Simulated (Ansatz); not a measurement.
Phases of W at 430 GPa

Structure types of W are relaxed in primitive cells with their symmetry kept at 430 GPa, first on PAW files, then by LAPW. The enthalpy is E + pV at zero temperature, without zero-point motion. Only the types listed were tried, and differences under about 5 meV/atom are mesh noise.

Computed with Ansatz 0.2.0; functional PBE, scalar-relativistic. Settings: Fermi–Dirac smearing of 0.05 eV, no spin polarisation. Methods: LAPW: all electrons, basis error target 0.5 meV/atom; PAW: frozen-core files, cutoff 420 eV.

k meshes: fcc 20×20×20, bcc 20×20×20, hcp 18×18×10, omega 10×10×13, diamond 15×15×15, beta tin 19×19×19.

Spin–orbit coupling is left out, which matters for the heavy atoms.

**Question.** Which type is lowest in enthalpy, and by how much?

**Answer.** bcc, 493 meV/atom below fcc. The whole table:

```
start type             ends as          a, b, c (Å)  V (Å³/atom)  H − H(lowest), LAPW (meV/atom)  same, PAW
       fcc          fcc, Fm-3m  3.369, 3.369, 3.369         9.56                           492.7      494.8
       bcc          bcc, Im-3m  2.683, 2.683, 2.683         9.65                             0.0        0.0
       hcp       hcp, P6_3/mmc  2.405, 2.405, 3.813         9.55                           493.4      494.7
     omega       omega, P6/mmm  3.836, 3.836, 2.265         9.62                           739.6      740.4
   diamond      diamond, Fd-3m  4.517, 4.517, 4.517        11.52                         11010.9    10995.4
  beta tin  beta tin, I4_1/amd  4.215, 4.215, 2.220         9.86                          2332.6     2336.3
```

**Question.** Split the lead of bcc over fcc into energy and pV.

**Answer.** For fcc less bcc: ΔE = +739.9 meV/atom, and p·ΔV = 430 GPa × -0.0921 Å³ × 6.242 meV/(GPa·Å³) = -247.3 meV/atom, together 492.6 meV/atom. bcc wins by its internal energy, though it is the less dense.

**Question.** Would fcc gain on bcc at higher pressure?

**Answer.** Yes: dH/dp = V, and its volume is smaller by 0.09 Å³/atom. Held constant, that would close the gap after about 860 GPa more, a rough figure, since the volume difference changes with pressure.
